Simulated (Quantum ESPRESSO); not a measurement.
# Collinear magnetic orders of CoO with Quantum ESPRESSO, part 2 of 2

Wanted: the moments of CoO and the energy of each order that was tried.

Quantum ESPRESSO 7.5; PBEsol with U = 3.5 eV on Co d (ortho-atomic projectors); plane waves with GBRV 1.5 PBEsol potentials, no spin-orbit coupling.

So far, absolute magnetization (μB): step 2 (run 1 (ferro +)) 3.03.

## (4) Run 3 (antiferro q=(1/2,1/2,1/2) +−)

The cell is doubled to 4 atoms to hold this order.

Input file pw.in:

```
&CONTROL
  calculation = 'scf'
  prefix = 'pwscf'
  outdir = './tmp'
  pseudo_dir = './pseudo'
  disk_io = 'nowf'
/
&SYSTEM
  ibrav = 0
  celldm(1) = 8
  nat = 4
  ntyp = 3
  ecutwfc = 40
  ecutrho = 280
  nbnd = 32
  occupations = 'smearing'
  smearing = 'fd'
  degauss = 0.00146997
  nspin = 2
  starting_magnetization(1) = 0.1765
  starting_magnetization(2) = -0.1765
  starting_magnetization(3) = 0
/
&ELECTRONS
  conv_thr = 8d-09
  electron_maxstep = 150
  mixing_beta = 0.3
/
ATOMIC_SPECIES
Co1    58.9332 co_pbesol_v1.2.uspp.F.UPF
Co2    58.9332 co_pbesol_v1.2.uspp.F.UPF
O      15.9990 o_pbesol_v1.2.uspp.F.UPF
CELL_PARAMETERS alat
  -0.7124267489839    0.7124267489839    0.9955301807613
   0.0000000000000    0.0000000000000    0.9955301807613
   0.0000000000000    0.7124267489839    0.0000000000000
ATOMIC_POSITIONS crystal
Co1     0.0000000000    0.0000000000    0.0000000000
Co2     0.5000000000    0.0000000000    0.0000000000
O       0.0000000000    0.5000000000    0.0000000000
O       0.5000000000    0.5000000000    0.0000000000
K_POINTS automatic
7 14 14 0 0 0
HUBBARD {ortho-atomic}
U Co1-3d 3.5000
U Co2-3d 3.5000
```

Command:

```bash
$ OMP_NUM_THREADS=1 mpirun -n 4 pw.x -nk 4 -in pw.in > pw.out
```

The log of the run:

```text
     [... lines left out ...]
Program PWSCF v.7.5 starts
     [... lines left out ...]
     number of atoms/cell      =            4
     [... lines left out ...]
     number of electrons       =        46.00
     number of Kohn-Sham states=           32
     kinetic-energy cutoff     =      40.0000  Ry
     charge density cutoff     =     280.0000  Ry
     scf convergence threshold =      8.0E-09
     [... lines left out ...]
     16 Sym. Ops., with inversion, found
     [... lines left out ...]
     number of k points=   144  Fermi-Dirac smearing, width (Ry)=  0.0015
     [... lines left out ...]
     iteration # 22     ecut=    40.00 Ry     beta= 0.30
     [... lines left out ...]
     Magnetic moment per site  (integrated on atomic sphere of radius R)
     atom   1 (R=0.205)  charge= 14.5754  magn=  2.4032
     atom   2 (R=0.205)  charge= 14.5753  magn= -2.4032
     atom   3 (R=0.205)  charge=  5.6943  magn= -0.0391
     atom   4 (R=0.205)  charge=  5.6943  magn=  0.0392
     [... lines left out ...]
     Tr[ns(  1)] (up, down, total) =   4.91421  2.43575  7.34996
     [... lines left out ...]
     Tr[ns(  2)] (up, down, total) =   2.43570  4.91419  7.34989
     [... lines left out ...]
     the Fermi energy is    13.1859 ev
!    total energy              =    -660.59744881 Ry
     estimated scf accuracy    <          4.4E-09 Ry
     smearing contrib. (-TS)   =      -0.00108793 Ry
     [... lines left out ...]
     total magnetization       =     0.00 Bohr mag/cell
     absolute magnetization    =     5.16 Bohr mag/cell
     convergence has been achieved in  22 iterations
```

The job ended after 4.1 min (4 MPI ranks of Arm Neoverse V2, shared host; peak memory 0.55 GiB).

Spin moment in the atom's sphere by atom:

```tsv
atom	spin moment in the atom's sphere (μB)
Co1	2.40
Co2	-2.40
O3	-0.04
O4	0.04
```

Numbers from this step:

- smearing term TS: 0.01480 eV
- magnetization: 0 μB
- absolute magnetization: 5.162 μB
- final state: antiferromagnetic

## (5) Start 4: antiferro q=(0,1/2,0) +−

The cell is doubled to 4 atoms to hold this order.

Changes to pw.in since step 4:

```diff
@@ -33,12 +33,12 @@
 CELL_PARAMETERS alat
-  -0.7124267489839    0.7124267489839    0.9955301807613
-   0.0000000000000    0.0000000000000    0.9955301807613
-   0.0000000000000    0.7124267489839    0.0000000000000
+  -0.3562133744920    0.3562133744920    0.4977650903806
+   0.7124267489839   -0.7124267489839    0.9955301807613
+   0.3562133744920    0.3562133744920   -0.4977650903806
 ATOMIC_POSITIONS crystal
 Co1     0.0000000000    0.0000000000    0.0000000000
-Co2     0.5000000000    0.0000000000    0.0000000000
-O       0.0000000000    0.5000000000    0.0000000000
-O       0.5000000000    0.5000000000    0.0000000000
+Co2     0.0000000000    0.5000000000    0.0000000000
+O       0.5000000000    0.2500000000    0.0000000000
+O       0.5000000000    0.7500000000    0.0000000000
 K_POINTS automatic
-7 14 14 0 0 0
+14 7 14 0 0 0
 HUBBARD {ortho-atomic}
```

The log of the run:

```text
     [... lines left out ...]
Program PWSCF v.7.5 starts
     [... lines left out ...]
     number of atoms/cell      =            4
     [... lines left out ...]
     number of electrons       =        46.00
     number of Kohn-Sham states=           32
     kinetic-energy cutoff     =      40.0000  Ry
     charge density cutoff     =     280.0000  Ry
     scf convergence threshold =      8.0E-09
     [... lines left out ...]
      4 Sym. Ops., with inversion, found
     [... lines left out ...]
     number of k points=   372  Fermi-Dirac smearing, width (Ry)=  0.0015
     [... lines left out ...]
     iteration #114     ecut=    40.00 Ry     beta= 0.30
     [... lines left out ...]
     Magnetic moment per site  (integrated on atomic sphere of radius R)
     atom   1 (R=0.205)  charge= 14.5521  magn=  2.5391
     atom   2 (R=0.205)  charge= 14.5522  magn= -2.5391
     atom   3 (R=0.205)  charge=  5.7104  magn= -0.0000
     atom   4 (R=0.205)  charge=  5.7104  magn= -0.0000
     [... lines left out ...]
     Tr[ns(  1)] (up, down, total) =   4.96055  2.34854  7.30908
     [... lines left out ...]
     Tr[ns(  2)] (up, down, total) =   2.34857  4.96055  7.30911
     [... lines left out ...]
     the Fermi energy is    13.2896 ev
!    total energy              =    -660.61323788 Ry
     estimated scf accuracy    <          7.7E-09 Ry
     smearing contrib. (-TS)   =      -0.00072363 Ry
     [... lines left out ...]
     total magnetization       =     0.00 Bohr mag/cell
     absolute magnetization    =     5.43 Bohr mag/cell
     convergence has been achieved in 114 iterations
```

It took 17 min on 4 MPI ranks; peak memory 0.84 GiB; 69 min of CPU time.

Numbers from this step:

- smearing term TS: 0.009845 eV
- magnetization: 0 μB
- absolute magnetization: 5.428 μB
- final state: antiferromagnetic
- largest moment: 2.539 μB

## (6) The states side by side

An order is kept where moments of 0.15 μB or more survive with the typed signs; meshes match where a doubled cell samples the same k points as the first cell.

Orders:

```tsv
start	final state	typed order kept	energy over the lowest (meV a seeded atom)	largest site moment (μB)	net moment (μB a cell of the first run)	mesh matched	CPU time (s)
ferro +	ferromagnetic	yes	108.4	2.604	3	yes	149.7
antiferro q=(0,0,1/2) +-	antiferromagnetic	yes	0	2.578	0	yes	645
antiferro q=(1/2,1/2,1/2) +-	antiferromagnetic	yes	170.7	2.403	0	yes	497.8
antiferro q=(0,1/2,0) +-	antiferromagnetic	yes	63.26	2.539	0	yes	4135
```

## (7) Fillings of the first corrected shells

```tsv
start	type	spin	occupation numbers
ferro +	Co	up	0.995 0.995 0.995 0.995 0.996
ferro +	Co	down	0.133 0.137 0.673 0.684 0.684
antiferro q=(0,0,1/2) +-	Co1	up	0.987 0.994 0.994 0.995 0.995
antiferro q=(0,0,1/2) +-	Co1	down	0.117 0.135 0.509 0.569 0.985
antiferro q=(0,0,1/2) +-	Co2	up	0.117 0.135 0.509 0.569 0.985
antiferro q=(0,0,1/2) +-	Co2	down	0.987 0.994 0.994 0.995 0.995
antiferro q=(1/2,1/2,1/2) +-	Co1	up	0.965 0.970 0.993 0.993 0.994
antiferro q=(1/2,1/2,1/2) +-	Co1	down	0.113 0.117 0.722 0.722 0.762
antiferro q=(1/2,1/2,1/2) +-	Co2	up	0.113 0.117 0.722 0.722 0.762
antiferro q=(1/2,1/2,1/2) +-	Co2	down	0.965 0.970 0.993 0.993 0.994
antiferro q=(0,1/2,0) +-	Co1	up	0.989 0.989 0.994 0.994 0.994
antiferro q=(0,1/2,0) +-	Co1	down	0.147 0.153 0.662 0.672 0.714
antiferro q=(0,1/2,0) +-	Co2	up	0.147 0.153 0.662 0.672 0.714
antiferro q=(0,1/2,0) +-	Co2	down	0.989 0.989 0.994 0.994 0.994
```

## (8) Results

* moments, largest by run: 2.60, 2.58, 2.40, 2.54 μB
* spread of the energies of the runs with moments: 171 meV a seeded atom

Under a U these runs seem to end in unlike orbital states: the fillings of their corrected shells differ, or their energies lie too far apart for exchange alone. The differences are then no exchange energies, and the ranking says little of the magnetic order. Seeding all runs from one set of occupation matrices is the usual remedy. The smearing term is large for its width, so states at the Fermi level are partly filled: at this level the cell is a metal or has a gap of a few widths at most.

[Logs and program files are shortened in this print: banners, set-up blocks, solver, clock and traceback lines can be left out without a mark of their own.]

[Logs are printed without paths, hosts, clocks, repeated set-up lines and the standing remarks that a program may print on its own settings, such as how far it seeks lower states.]

[Hosts, paths, dates, database ids (printed as entryN), source tags and the programs' standing remarks are cut or masked in the printed files.]

[Where a cell is said to come from a database of computed structures, the database is the Materials Project.]
